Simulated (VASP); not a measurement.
Input of a VASP 6.6.1 run:

Contents of INCAR:

```
ALGO     = Normal         # electronic algorithm
EDIFF    = 1E-7           # SCF threshold, eV
ENCUT    = 520            # plane-wave cutoff, eV
GGA      = PE             # functional
ISIF     = 2              # what is computed and relaxed
ISMEAR   = 0              # smearing method
LASPH    = T              # aspherical terms in the spheres
LCHARG   = T              # write CHGCAR
LELF     = T              # ELF
LREAL    = F              # projectors in reciprocal space
LVHAR    = T            
LWAVE    = F              # write WAVECAR
NBANDS   = 11             # bands
NELM     = 80             # most SCF steps
PREC     = Accurate       # precision mode
SIGMA    = 0.02           # smearing width, eV
```

Contents of KPOINTS:

```
k-points
0
Gamma
  10 10 10
```

The input POSCAR:

```
BAs
1.0
    0.0000000000      2.3889000000      2.3889000000
    2.3889000000      0.0000000000      2.3889000000
    2.3889000000      2.3889000000      0.0000000000
B As
1 1
Direct
    0.0000000000      0.0000000000      0.0000000000
    0.2500000000      0.2500000000      0.2500000000
```

Potentials or basis: VASP PAW PBE potentials, release 64 (B, As).

Launch:

```bash
$ cat potpaw_PBE.64/B/POTCAR potpaw_PBE.64/As/POTCAR > POTCAR
$ mpirun -np 1 vasp_std > vasp.out
```

**Question.** Estimate the pressure.

**Answer.** 3.4 GPa.

**Question.** Predict the band gap on the k mesh.

**Answer.** 1.18 eV, indirect (least direct gap 3.28 eV).

A k mesh can miss the band edges.
